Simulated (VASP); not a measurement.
# C (Im-3m) in VASP: notebook

Runs on C. Level: PBE. Tasks: single point, relaxation of cell and atoms.

Everything below comes from runs of VASP 6.6.1. Logs are shortened: lines on timing, memory, paths and dates and some standing lists are left out, and cuts for length are marked.

## (1) Starting point

It takes space group Im-3m (No. 229, cubic). The conventional cell has a = 4.382 Å, b = 4.382 Å, c = 4.382 Å, α = 90.00°, β = 90.00°, γ = 90.00°. C (site symmetry -4m2) is surrounded by 4 C at 1.55 Å.

The cell was built by a generator and needn't be a form met in nature.

## (2) Single point, PBE

Contents of INCAR:

```
SYSTEM = C
  PREC = Accurate
  ENCUT = 520
  EDIFF = 1E-7
  ISMEAR = 0
  SIGMA = 0.02
  LREAL = .False.
  LASPH = .True.
  NELM = 100
  ALGO = Normal
  ISIF = 2
  LWAVE = .False.
  LCHARG = .False.
  GGA = PE
  NBANDS = 21
```

Contents of KPOINTS:

```
Automatic mesh
0
Gamma
  8 8 8
  0 0 0
```

Contents of POSCAR:

```
C
1.0
   -2.1909220742      2.1909220742      2.1909220742
    2.1909220742     -2.1909220742      2.1909220742
    2.1909220742      2.1909220742     -2.1909220742
C
6
Direct
    0.7500000000      0.2500000000      0.5000000000
    0.2500000000      0.7500000000      0.5000000000
    0.5000000000      0.2500000000      0.7500000000
    0.7500000000      0.5000000000      0.2500000000
    0.5000000000      0.7500000000      0.2500000000
    0.2500000000      0.5000000000      0.7500000000
```

Potentials or basis: VASP PAW PBE potentials, release 64 (C).

Launch:

```sh
cat potpaw_PBE.64/C/POTCAR > POTCAR
mpirun -np 1 vasp_std > vasp.out
```

OUTCAR:

```text
SYSTEM = C
   PREC = Accurate
   ENCUT = 520
   EDIFF = 1E-7
   ISMEAR = 0
   LREAL = .False.
   LASPH = .True.
   NELM = 100
   ISIF = 2
   GGA = PE

 ion  position               nearest neighbor table
   1  0.750  0.250  0.500-   3 1.55   4 1.55   6 1.55   5 1.55
   2  0.250  0.750  0.500-   3 1.55   5 1.55   6 1.55   4 1.55
   3  0.500  0.250  0.750-   1 1.55   4 1.55   6 1.55   2 1.55
   4  0.750  0.500  0.250-   1 1.55   2 1.55   5 1.55   3 1.55
   5  0.500  0.750  0.250-   1 1.55   2 1.55   4 1.55   6 1.55
   6  0.250  0.500  0.750-   2 1.55   3 1.55   5 1.55   1 1.55

  LATTYP: Found a body centered cubic cell.
 ALAT       =     4.3818441484

  Lattice vectors:

 A1 = (  -2.1909220742,   2.1909220742,   2.1909220742)
 A2 = (   2.1909220742,  -2.1909220742,   2.1909220742)
 A3 = (   2.1909220742,   2.1909220742,  -2.1909220742)

Analysis of symmetry for initial positions (statically):
=====================================================================
 Subroutine PRICEL returns:
 Original cell was already a primitive cell.

 Routine SETGRP: Setting up the symmetry group for a
 body centered cubic supercell.

 Subroutine GETGRP returns: Found 48 space group operations
 (whereof 48 operations were pure point group operations)
 out of a pool of 48 trial point group operations.

The static configuration has the point symmetry O_h .

Analysis of symmetry for dynamics (positions and initial velocities):
=====================================================================
 Subroutine PRICEL returns:
 Original cell was already a primitive cell.

 Routine SETGRP: Setting up the symmetry group for a
 body centered cubic supercell.

 Subroutine GETGRP returns: Found 48 space group operations
 (whereof 48 operations were pure point group operations)
 out of a pool of 48 trial point group operations.

The dynamic configuration has the point symmetry O_h .

 Subroutine INISYM returns: Found 48 space group operations
 (whereof 48 operations are pure point group operations),
 and found     1 'primitive' translations

----------------------------------------------------------------------------------------

                                     Primitive cell

  volume of cell :      42.0669

  direct lattice vectors                    reciprocal lattice vectors
    -2.190922074  2.190922074  2.190922074     0.000000000  0.228214415  0.228214415
     2.190922074 -2.190922074  2.190922074     0.228214415  0.000000000  0.228214415
     2.190922074  2.190922074 -2.190922074     0.228214415  0.228214415  0.000000000

  length of vectors
     3.794788348  3.794788348  3.794788348     0.322743921  0.322743921  0.322743921

  position of ions in fractional coordinates (direct lattice)
     0.750000000  0.250000000  0.500000000
     0.250000000  0.750000000  0.500000000
     0.500000000  0.250000000  0.750000000
     0.750000000  0.500000000  0.250000000
     0.500000000  0.750000000  0.250000000
     0.250000000  0.500000000  0.750000000

  ion indices of the primitive-cell ions
   primitive index   ion index
                 1           1
                 2           2
                 3           3
                 4           4
                 5           5
                 6           6

----------------------------------------------------------------------------------------

 KPOINTS: Automatic mesh

Automatic generation of k-mesh.
 Grid dimensions read from file:
 generate k-points for:    8    8    8

 Generating k-lattice:

  Cartesian coordinates                     Fractional coordinates (reciprocal lattice)
     0.000000000  0.028526802  0.028526802     0.125000000  0.000000000  0.000000000
     0.028526802  0.000000000  0.028526802     0.000000000  0.125000000  0.000000000
     0.028526802  0.028526802  0.000000000     0.000000000  0.000000000  0.125000000

  Length of vectors
     0.040342990  0.040342990  0.040342990

  Shift w.r.t. Gamma in fractional coordinates (k-lattice)
     0.000000000  0.000000000  0.000000000

 Subroutine IBZKPT returns following result:
 ===========================================

 Found     29 irreducible k-points:

 Following reciprocal coordinates:
            Coordinates               Weight
  0.000000  0.000000  0.000000      1.000000
  0.125000  0.000000  0.000000     12.000000
  0.250000  0.000000  0.000000     12.000000
  0.375000  0.000000  0.000000     12.000000
  0.500000  0.000000  0.000000      6.000000
  0.125000  0.125000  0.000000     24.000000
[... 16 lines left out ...]
 -0.250000  0.250000  0.250000      6.000000
 -0.375000  0.375000  0.250000     24.000000
 [... further k-points ...]
   k-points           NKPTS =     29   k-points in BZ     NKDIM =     29   number of bands    NBANDS=     21
   number of dos      NEDOS =    301   number of ions     NIONS =      6
   total plane-waves  NPLWV =  21952
   dimension x,y,z NGX =    28 NGY =   28 NGZ =   28
   dimension x,y,z NGXF=    56 NGYF=   56 NGZF=   56
   ions per type =               6
   NGX,Y,Z   is equivalent  to a cutoff of  12.27, 12.27, 12.27 a.u.
   NGXF,Y,Z  is equivalent  to a cutoff of  24.53, 24.53, 24.53 a.u.
 SYSTEM =  C
   PREC   = accura    normal or accurate (medium, high low for compatibility)
   ISTART =      0    job   : 0-new  1-cont  2-samecut
   ICHARG =      2    charge: 1-file 2-atom 10-const
   ISPIN  =      1    spin polarized calculation?
   LNONCOLLINEAR =      F non collinear calculations
   LSORBIT =      F    spin-orbit coupling
   LASPH  =      T    aspherical Exc in radial PAW
   ENCUT  =  520.0 eV  38.22 Ry    6.18 a.u.   7.06  7.06  7.06*2*pi/ulx,y,z
   NELM   =    100;   NELMIN=  2; NELMDL= -5     # of ELM steps
   EDIFF  = 0.1E-06   stopping-criterion for ELM
   LREAL  =      F    real-space projection
   EDIFFG = 0.1E-05   stopping-criterion for IOM
   NSW    =      0    number of steps for IOM
   IBRION =     -1    ionic relax: 0-MD 1-quasi-New 2-CG
   NFREE  =      0    steps in history (QN), initial steepest desc. (CG)
   ISIF   =      2    stress and relaxation
   ISYM   =      2    0-nonsym 1-usesym 2-fastsym
   POTIM  = 0.5000    time-step for ionic-motion
   TEBEG  =    0.0;   TEEND  =   0.0 temperature during run
   PSTRESS=    0.0 pullay stress
   NELECT =      24.0000    total number of electrons
   NUPDOWN=      -1.0000    fix difference up-down
   EMIN   =  10.00;   EMAX   =-10.00  energy-range for DOS
   EFERMI =   0.00;   METHOD = LEGACY
   ISMEAR =     0;   SIGMA  =   0.02  broadening in eV -4-tet -1-fermi 0-gaus
   EFERMI_NEDOS =   21; number of points for ismear=-14 and -15
   IALGO  =     38    algorithm
   IMIX   =      4    mixing-type and parameters
     AMIX     =   0.40;   BMIX     =  1.00
     AMIX_MAG =   1.60;   BMIX_MAG =  1.00
  volume/ion in A,a.u.               =       7.01        47.31
  Fermi-wavevector in a.u.,A,eV,Ry     =   1.357787  2.565845 25.083504  1.843586
  Thomas-Fermi vector in A             =   2.484676
   LORBIT       =      0    0 simple, 1 ext, 2 COOP (PROOUT), +10 PAW based schemes
   GGA     = PE    functional components
   LHFCALC =     F    Hartree Fock is set to
   AEXX    =    0.0000 exact exchange contribution
   IVDW    =     0    specifies the selected vdW correction
   LEPSILON=     F    determine dielectric tensor
   LRPA    =     F    only Hartree local field effects (RPA)
 non-spin polarized calculation
 Gauss-broadening in eV      SIGMA  =   0.02
  energy-cutoff  :      520.00
  volume of cell :       42.07
 maximum number of plane-waves:      1157
   NGX = 15   NGY = 15   NGZ = 15

 number of electron      23.9999993 magnetization

 Free energy of the ion-electron system (eV)
  ---------------------------------------------------
  ext. energy  EPLUGINS =         0.00000000
  ---------------------------------------------------
  free energy    TOTEN  =       -52.25305892 eV

  energy without entropy =      -52.25305892  energy(sigma->0) =      -52.25305892

 E-fermi :   7.1199     XC(G=0): -11.5853

 val. band max:        6.9957674722   @ k =   0.5000   0.5000   0.5000
 cond. band min:       9.6054649688   @ k =  -0.2500   0.2500   0.2500
 fundamental gap:      2.6096974966
 Fermi energy:         7.1199083935

 k-point     1 :       0.0000    0.0000    0.0000
  band No.  band energies     occupation
      1     -13.3434      2.00000
      2      -5.4679      2.00000
      3      -5.4679      2.00000
      4      -3.0058      2.00000
      5      -3.0058      2.00000
      6      -3.0058      2.00000
[... 13 lines left out ...]
     20      19.4454      0.00000
     21      19.4454      0.00000

 k-point     2 :       0.1250    0.0000    0.0000
  band No.  band energies     occupation
      1     -13.1780      2.00000
      2      -6.2606      2.00000
      3      -5.7609      2.00000
      4      -3.2713      2.00000
      5      -2.5480      2.00000
      6      -2.4198      2.00000
[... 13 lines left out ...]
     20      19.1896      0.00000
     21      19.2206      0.00000

 k-point     3 :       0.2500    0.0000    0.0000
  band No.  band energies     occupation
      1     -12.6916      2.00000
      2      -7.7013      2.00000
      3      -6.2610      2.00000
      4      -3.7679      2.00000
      5      -1.5770      2.00000
      6      -1.5733      2.00000
[... 13 lines left out ...]
     20      18.5391      0.00000
     21      20.1136      0.00000
[... 457 lines left out ...]
 k-point    23 :      -0.2500    0.2500    0.2500
  band No.  band energies     occupation
      1     -12.0700      2.00000
      2      -8.5248      2.00000
      3      -5.6876      2.00000
      4      -4.6698      2.00000
      5      -4.6698      2.00000
      6      -0.4734      2.00000
[... 13 lines left out ...]
     20      18.5990      0.00000
     21      20.2213      0.00000

 k-point    24 :      -0.3750    0.3750    0.2500
  band No.  band energies     occupation
      1     -11.3559      2.00000
      2      -9.2856      2.00000
      3      -6.2783      2.00000
      4      -5.0987      2.00000
      5      -4.3240      2.00000
      6      -1.7645      2.00000
[... 13 lines left out ...]
     20      18.4095      0.00000
     21      19.8875      0.00000

 [... further k-points ...]

------------------------ aborting loop because EDIFF is reached ----------------------------------------

  FORCE on cell =-STRESS in cart. coord.  units (eV):
  Direction    XX          YY          ZZ          XY          YZ          ZX
  --------------------------------------------------------------------------------------
  -------------------------------------------------------------------------------------
  Total        0.1280476      0.1280476      0.1280476      0.0000000      0.0000000      0.0000000
  in kB        4.8768707      4.8768707      4.8768707      0.0000000      0.0000000      0.0000000
  external PRESSURE =       4.8768707 kB  Pullay stress =       0.0000000 kB

 VOLUME and BASIS-vectors are now :
 -----------------------------------------------------------------------------
  energy-cutoff  :      520.00
  volume of cell :       42.07
      direct lattice vectors                 reciprocal lattice vectors
    -2.190922074  2.190922074  2.190922074     0.000000000  0.228214415  0.228214415
     2.190922074 -2.190922074  2.190922074     0.228214415  0.000000000  0.228214415
     2.190922074  2.190922074 -2.190922074     0.228214415  0.228214415  0.000000000

 POSITION                                       TOTAL-FORCE (eV/Angst)
 -----------------------------------------------------------------------------------
     -0.00000      2.19092      1.09546         0.000000      0.000000     -0.000000
      2.19092     -0.00000      1.09546        -0.000000     -0.000000     -0.000000
      1.09546      2.19092      0.00000         0.000000      0.000000      0.000000
     -0.00000      1.09546      2.19092        -0.000000     -0.000000      0.000000
      1.09546     -0.00000      2.19092         0.000000     -0.000000     -0.000000
      2.19092      1.09546      0.00000         0.000000     -0.000000      0.000000
 -----------------------------------------------------------------------------------
    total drift:                                0.000000      0.000000     -0.000000

  FREE ENERGIE OF THE ION-ELECTRON SYSTEM (eV)
  ---------------------------------------------------
  free  energy   TOTEN  =       -52.2530589234 eV

  energy  without entropy=      -52.2530589234  energy(sigma->0) =      -52.25305892
```

Wall time 24 s (1 thread of AMD EPYC 7R13 (Zen 3), shared host); peak memory 0.12 GiB.

What came out:

```yaml
Free_energy: -52.2531 eV
Pressure: 0.5 GPa
Band_gap_on_the_k_mesh: 2.61 eV, indirect (least direct gap 3.37 eV)
```

Levels at points of the mesh, in eV from the valence-band top:
| k point | band 9 | band 10 | band 11 | band 12 | band 13 | band 14 | band 15 | band 16 |
| --- | --- | --- | --- | --- | --- | --- | --- | --- |
| (0.00, 0.00, 0.00) | -5.91 | -4.39 | -4.39 | -4.39 | 5.03 | 5.03 | 5.03 | 7.12 |
| (0.50, 0.00, 0.00) | -5.53 | -3.53 | -2.67 | -1.49 | 4.83 | 5.65 | 7.33 | 8.01 |
| (0.50, 0.50, 0.50) | -3.87 | 0.00 | 0.00 | 0.00 | 4.19 | 4.19 | 4.19 | 5.92 |

A k mesh can miss the band edges. PBE gaps usually lie below the measured ones, often by a third to a half.

## (3) Relaxation of cell and atoms, PBE

Contents of INCAR:

```
SYSTEM = C
ALGO = Normal ; EDIFF = 1E-6
EDIFFG = -0.01 ; ENCUT = 600
GGA = PE ; IBRION = 2
ISIF = 3 ; ISMEAR = 0
LASPH = .True. ; LCHARG = .False.
LREAL = .False. ; LWAVE = .False.
NELM = 100 ; NSW = 100
PREC = Accurate ; SIGMA = 0.02
```

Contents of KPOINTS:

```
k-points
0
Gamma
  8 8 8
  0 0 0
```

POSCAR is that of step 2.

Potentials or basis: VASP PAW PBE potentials, release 64 (C).

Launch:

```sh
cat potpaw_PBE.64/C/POTCAR > POTCAR
mpirun -np 1 vasp_std > vasp.out
```

It took 18 s on 1 thread of AMD EPYC 7R13 (Zen 3), shared host; peak memory 0.13 GiB.

It converged, with:

```
Free energy             : -52.2645 eV
Pressure after relaxing : 0.0 GPa
Band gap on the k mesh  : 2.61 eV, indirect (least direct gap 3.37 eV)
```

Final structure:
```yaml
crystal:
  lattice:
    - [-2.19092, 2.19092, 2.19092]
    - [2.19092, -2.19092, 2.19092]
    - [2.19092, 2.19092, -2.19092]
  atoms:
    - { symbol: C, position: [0.75000, 0.25000, 0.50000] }
    - { symbol: C, position: [0.25000, 0.75000, 0.50000] }
    - { symbol: C, position: [0.50000, 0.25000, 0.75000] }
    - { symbol: C, position: [0.75000, 0.50000, 0.25000] }
    - { symbol: C, position: [0.50000, 0.75000, 0.25000] }
    - { symbol: C, position: [0.25000, 0.50000, 0.75000] }
```

Levels at points of the mesh, in eV from the valence-band top:
```
           k point  band 10  band 11  band 12  band 13  band 14  band 15
(0.00, 0.00, 0.00)    -4.39    -4.39    -4.39     5.03     5.03     5.03
(0.50, 0.00, 0.00)    -3.53    -2.67    -1.49     4.83     5.65     7.33
(0.50, 0.50, 0.50)     0.00     0.00     0.00     4.19     4.19     4.19
```

Caveat: the relaxation stopped at its first step, so nothing moved. A k mesh can miss the band edges.

(Part 1 of 2 ends here.)
